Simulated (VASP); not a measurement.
# EuO (Fm-3m) in VASP: further runs

The runs below take EuO through single point, with PBE.

All numbers are computed with VASP 6.6.1; they aren't measurements. Logs are shortened: lines on timing, memory, paths and dates and some standing lists are left out, and cuts for length are marked.

**Experimental background.**

A printed reference work, monograph reports, for a bulk crystal of EuO at 300 K: band gap 1.115 eV (optical).

The runs below are set against these values where they give the same quantity.

## 1. The cell of the first run

Symmetry: Fm-3m, No. 225, cubic system. Conventional cell: a = 4.992 Å, b = 4.992 Å, c = 4.992 Å, α = 90.00°, β = 90.00°, γ = 90.00°. Within 3.3 Å of Eu (site symmetry m-3m) lie 6 O at 2.50 Å. Within 3.3 Å of O (site symmetry m-3m) lie 6 Eu at 2.50 Å.

## 2. Single point, PBE, collinear spin, ferromagnetic start (15.55 Å³/atom)

INCAR reads:

```
SYSTEM = EuO
PREC = Accurate
ENCUT = 600
EDIFF = 1E-6
ISMEAR = 0
SIGMA = 0.05
LREAL = .FALSE.
LASPH = .TRUE.
NELM = 200
ALGO = Normal
ISIF = 2
LWAVE = .FALSE.
LCHARG = .TRUE.
ISPIN = 2
MAGMOM = 7.24 0
LORBIT = 11
LMAXMIX = 6
GGA = PE
LELF = .TRUE.
LVHAR = .TRUE.
NBANDS = 22
GGA_COMPAT = .FALSE.
```

KPOINTS reads:

```
regular mesh
0
G
  12 12 12
  0 0 0
```

POSCAR reads:

```
EuO
1.0
    0.0000000000      2.4960984028      2.4960984028
    2.4960984028      0.0000000000      2.4960984028
    2.4960984028      2.4960984028      0.0000000000
Eu O
1 1
Direct
    0.0000000000      0.0000000000      0.0000000000
    0.5000000000      0.5000000000      0.5000000000
```

Potentials or basis: VASP PAW PBE potentials, release 64 (Eu, O).

The run is started by

```bash
$ cat potpaw_PBE.64/Eu/POTCAR potpaw_PBE.64/O/POTCAR > POTCAR
$ mpirun -np 1 vasp_std > vasp.out
```

OUTCAR:

```text
SYSTEM = EuO
   PREC = Accurate
   ENCUT = 600
   EDIFF = 1E-6
   ISMEAR = 0
   LREAL = .FALSE.
   LASPH = .TRUE.
   NELM = 200
   ISIF = 2
   ISPIN = 2
   LORBIT = 11
   GGA = PE

 ion  position               nearest neighbor table
   1  0.000  0.000  0.000-   2 2.50   2 2.50   2 2.50   2 2.50   2 2.50   2 2.50
   2  0.500  0.500  0.500-   1 2.50   1 2.50   1 2.50   1 2.50   1 2.50   1 2.50

  LATTYP: Found a face centered cubic cell.
 ALAT       =     4.9921968056

  Lattice vectors:

 A1 = (   0.0000000000,   2.4960984028,   2.4960984028)
 A2 = (   2.4960984028,   0.0000000000,   2.4960984028)
 A3 = (   2.4960984028,   2.4960984028,   0.0000000000)

Analysis of symmetry for initial positions (statically):
=====================================================================
 Subroutine PRICEL returns:
 Original cell was already a primitive cell.

 Routine SETGRP: Setting up the symmetry group for a
 face centered cubic supercell.

 Subroutine GETGRP returns: Found 48 space group operations
 (whereof 48 operations were pure point group operations)
 out of a pool of 48 trial point group operations.

The static configuration has the point symmetry O_h .

Analysis of symmetry for dynamics (positions and initial velocities):
=====================================================================
 Subroutine PRICEL returns:
 Original cell was already a primitive cell.

 Routine SETGRP: Setting up the symmetry group for a
 face centered cubic supercell.

 Subroutine GETGRP returns: Found 48 space group operations
 (whereof 48 operations were pure point group operations)
 out of a pool of 48 trial point group operations.

The dynamic configuration has the point symmetry O_h .

Analysis of structural, dynamic, and magnetic symmetry:
=====================================================================
 Subroutine PRICEL returns:
 Original cell was already a primitive cell.

 Routine SETGRP: Setting up the symmetry group for a
 face centered cubic supercell.

 Subroutine GETGRP returns: Found 48 space group operations
 (whereof 48 operations were pure point group operations)
 out of a pool of 48 trial point group operations.

The overall configuration has the point symmetry O_h .

 Subroutine INISYM returns: Found 48 space group operations
 (whereof 48 operations are pure point group operations),
 and found     1 'primitive' translations
[... 109 lines left out ...]
   EFERMI =   0.00;   METHOD = LEGACY
   ISMEAR =     0;   SIGMA  =   0.05  broadening in eV -4-tet -1-fermi 0-gaus
   EFERMI_NEDOS =   21; number of points for ismear=-14 and -15
   IALGO  =     38    algorithm
   IMIX   =      4    mixing-type and parameters
     AMIX     =   0.40;   BMIX     =  1.00
     AMIX_MAG =   1.60;   BMIX_MAG =  1.00
  volume/ion in A,a.u.               =      15.55       104.95
  Fermi-wavevector in a.u.,A,eV,Ry     =   1.480400  2.797550 29.818313  2.191584
  Thomas-Fermi vector in A             =   2.594439
   LORBIT       =     11    0 simple, 1 ext, 2 COOP (PROOUT), +10 PAW based schemes
   GGA     = PE    functional components
   LHFCALC =     F    Hartree Fock is set to
   AEXX    =    0.0000 exact exchange contribution
   IVDW    =     0    specifies the selected vdW correction
   LEPSILON=     F    determine dielectric tensor
   LRPA    =     F    only Hartree local field effects (RPA)
 spin polarized calculation
 Gauss-broadening in eV      SIGMA  =   0.05
  energy-cutoff  :      600.00
  volume of cell :       31.10
 maximum number of plane-waves:      1056
   NGX = 15   NGY = 15   NGZ = 15

 number of electron      23.0000005 magnetization       6.9172144

 Free energy of the ion-electron system (eV)
  ---------------------------------------------------
  ext. energy  EPLUGINS =         0.00000000
  ---------------------------------------------------
  free energy    TOTEN  =       -22.02590475 eV

  energy without entropy =      -22.02378985  energy(sigma->0) =      -22.02484730

 E-fermi :   5.2715     XC(G=0): -11.3631

 val. band max:        5.2662029171   @ k =  -0.0833   0.0833   0.0000
 cond. band min:       5.2833954045   @ k =   0.3333   0.3333   0.0000
 fundamental gap:      0.0171924874
 Fermi energy:         5.2715043458

 spin component 1

 k-point     1 :       0.0000    0.0000    0.0000
  band No.  band energies     occupation
      1     -36.2223      1.00000
      2     -14.4983      1.00000
      3     -14.4983      1.00000
      4     -14.4983      1.00000
      5     -13.7897      1.00000
      6       1.1495      1.00000
[... 589 lines left out ...]
     21      14.4417      0.00000
     22      15.9045      0.00000

 [... further k-points ...]

 spin component 2

 k-point     1 :       0.0000    0.0000    0.0000
  band No.  band energies     occupation
      1     -33.2075      1.00000
      2     -13.8470      1.00000
      3     -12.2164      1.00000
      4     -12.2164      1.00000
      5     -12.2164      1.00000
      6       1.2587      1.00000
[... 589 lines left out ...]
     21      15.8999      0.00000
     22      17.2454      0.00000

 [... further k-points ...]
[... 5 lines left out ...]
  --------------------------------------------------------------------------------------
  -------------------------------------------------------------------------------------
  Total        0.7854363      0.7854363      0.7854363      0.0000000      0.0000000      0.0000000
  in kB       40.4581904     40.4581904     40.4581904      0.0000000      0.0000000      0.0000000
  external PRESSURE =      40.4581904 kB  Pullay stress =       0.0000000 kB

 VOLUME and BASIS-vectors are now :
 -----------------------------------------------------------------------------
  energy-cutoff  :      600.00
  volume of cell :       31.10
      direct lattice vectors                 reciprocal lattice vectors
     0.000000000  2.496098403  2.496098403    -0.200312616  0.200312616  0.200312616
     2.496098403  0.000000000  2.496098403     0.200312616 -0.200312616  0.200312616
     2.496098403  2.496098403  0.000000000     0.200312616  0.200312616 -0.200312616

 POSITION                                       TOTAL-FORCE (eV/Angst)
 -----------------------------------------------------------------------------------
      0.00000      0.00000      0.00000         0.000000      0.000000      0.000000
      2.49610      2.49610      2.49610        -0.000000      0.000000     -0.000000
 -----------------------------------------------------------------------------------
    total drift:                                0.000000      0.000000      0.000000

  FREE ENERGIE OF THE ION-ELECTRON SYSTEM (eV)
  ---------------------------------------------------
  free  energy   TOTEN  =       -22.0259047459 eV

  energy  without entropy=      -22.0237898521  energy(sigma->0) =      -22.02484730

 total charge

# of ion       s       p       d       f       tot
--------------------------------------------------
    1        2.035   5.773   0.464   6.584  14.855
    2        1.554   3.427   0.000   0.000   4.980
--------------------------------------------------
tot          3.588   9.199   0.464   6.584  19.835

 magnetization (x)

# of ion       s       p       d       f       tot
--------------------------------------------------
    1       -0.012  -0.103   0.153   6.518   6.556
    2       -0.005  -0.092   0.000   0.000  -0.097
--------------------------------------------------
tot         -0.017  -0.195   0.153   6.518   6.459
```

It took 5 min on 1 thread of Intel Xeon 8259CL, shared host; peak memory 0.26 GiB.

What came out:

| Quantity | Value |
| --- | --- |
| Free energy | -22.0259 eV |
| Pressure | 4.0 GPa |
| Net moment | 6.92 μB per cell |
| Site moments | Eu +6.56; O -0.10 μB |
| Valence electrons inside the program's atomic spheres | Eu 14.86; O 4.98 |

Levels at points of the mesh, in eV from the Fermi level:
Spin up:
| k point | band 11 | band 12 | band 13 | band 14 | band 15 | band 16 | band 17 | band 18 | band 19 | band 20 |
| --- | --- | --- | --- | --- | --- | --- | --- | --- | --- | --- |
| (0.00, 0.00, 0.00) | -0.25 | -0.25 | 0.04 | 0.11 | 0.11 | 0.11 | 1.61 | 1.61 | 1.61 | 4.05 |
| (0.50, 0.00, 0.00) | -0.54 | -0.30 | -0.30 | -0.28 | -0.24 | 2.42 | 4.67 | 4.67 | 5.33 | 8.33 |
| (0.50, 0.50, 0.00) | -0.43 | -0.40 | -0.40 | -0.31 | -0.01 | -0.01 | 3.90 | 6.12 | 7.13 | 7.13 |
Spin down:
| k point | band 4 | band 5 | band 6 | band 7 | band 8 | band 9 | band 10 | band 11 | band 12 | band 13 |
| --- | --- | --- | --- | --- | --- | --- | --- | --- | --- | --- |
| (0.00, 0.00, 0.00) | -17.49 | -17.49 | -4.01 | -4.01 | -4.01 | 1.16 | 2.73 | 2.73 | 2.73 | 3.55 |
| (0.50, 0.00, 0.00) | -17.60 | -16.18 | -6.14 | -5.24 | -5.24 | 3.25 | 3.64 | 4.07 | 4.07 | 4.49 |
| (0.50, 0.50, 0.00) | -18.04 | -18.04 | -3.87 | -3.87 | -3.82 | -0.50 | 4.13 | 4.20 | 4.34 | 4.34 |

Caveat: the cell stands under pressure; spin-orbit coupling is left out, which moves the levels of the heavy elements; a cell with one magnetic atom can't hold antiferromagnetic order, which such compounds often take; semilocal functionals describe open f shells poorly, which spoils levels, moments and volumes. The state reached can hang on the start; a lower one may exist.

## 3. Single point, PBE, collinear spin, ferromagnetic start (16.20 Å³/atom)

This run uses another cell than the first one, of 16.20 Å³/atom.

INCAR reads:

```
ALGO = Normal
EDIFF = 1E-6
ENCUT = 600
GGA = PE
GGA_COMPAT = False
ISIF = 2
ISMEAR = 0
ISPIN = 2
LASPH = True
LCHARG = False
LMAXMIX = 6
LORBIT = 11
LREAL = False
LWAVE = False
MAGMOM = 7.26 0
NBANDS = 22
NELM = 200
PREC = Accurate
SIGMA = 0.05
```

KPOINTS reads:

```
k-points
0
Gamma
  12 12 12
```

POSCAR reads:

```
EuO
1.0
    0.0000000000      2.5302957811      2.5302957811
    2.5302957811      0.0000000000      2.5302957811
    2.5302957811      2.5302957811      0.0000000000
Eu O
1 1
Direct
    0.0000000000      0.0000000000      0.0000000000
    0.5000000000      0.5000000000      0.5000000000
```

Potentials or basis: VASP PAW PBE potentials, release 64 (Eu, O).

The run is started by

```bash
$ cat potpaw_PBE.64/Eu/POTCAR potpaw_PBE.64/O/POTCAR > POTCAR
$ mpirun -np 1 vasp_std > vasp.out
```

Run time: 5.9 min. Hardware: 1 thread of Intel Xeon 8259CL, shared host; peak memory 0.28 GiB.

Results (log left out):

```
Free energy                                           : -22.0429 eV
Pressure                                              : -0.2 GPa
Net moment                                            : 6.95 μB per cell
Site moments                                          : Eu +6.58; O -0.10 μB
Valence electrons inside the program's atomic spheres : Eu 14.83; O 4.96
```

Levels at points of the mesh, in eV from the Fermi level:
Spin up:
```
           k point  band 12  band 13  band 14  band 15  band 16  band 17  band 18  band 19
(0.00, 0.00, 0.00)    -0.25    -0.20     0.09     0.09     0.09     1.60     1.60     1.60
(0.50, 0.00, 0.00)    -0.29    -0.29    -0.28    -0.24     2.31     4.50     4.50     5.02
(0.50, 0.50, 0.00)    -0.38    -0.38    -0.30    -0.03    -0.03     3.64     5.92     6.85
```
Spin down:
| k point | band 4 | band 5 | band 6 | band 7 | band 8 | band 9 | band 10 | band 11 | band 12 | band 13 |
| --- | --- | --- | --- | --- | --- | --- | --- | --- | --- | --- |
| (0.00, 0.00, 0.00) | -17.55 | -17.55 | -3.93 | -3.93 | -3.93 | 0.92 | 2.72 | 2.72 | 2.72 | 3.62 |
| (0.50, 0.00, 0.00) | -17.66 | -16.30 | -5.99 | -5.07 | -5.07 | 3.15 | 3.67 | 4.11 | 4.11 | 4.52 |
| (0.50, 0.50, 0.00) | -18.04 | -18.04 | -3.85 | -3.83 | -3.83 | -0.37 | 4.15 | 4.23 | 4.37 | 4.37 |

Caveat: spin-orbit coupling is left out, which moves the levels of the heavy elements; a cell with one magnetic atom can't hold antiferromagnetic order, which such compounds often take; semilocal functionals describe open f shells poorly, which spoils levels, moments and volumes. The state reached can hang on the start; a lower one may exist.

(Continued in part 2 of 3.)
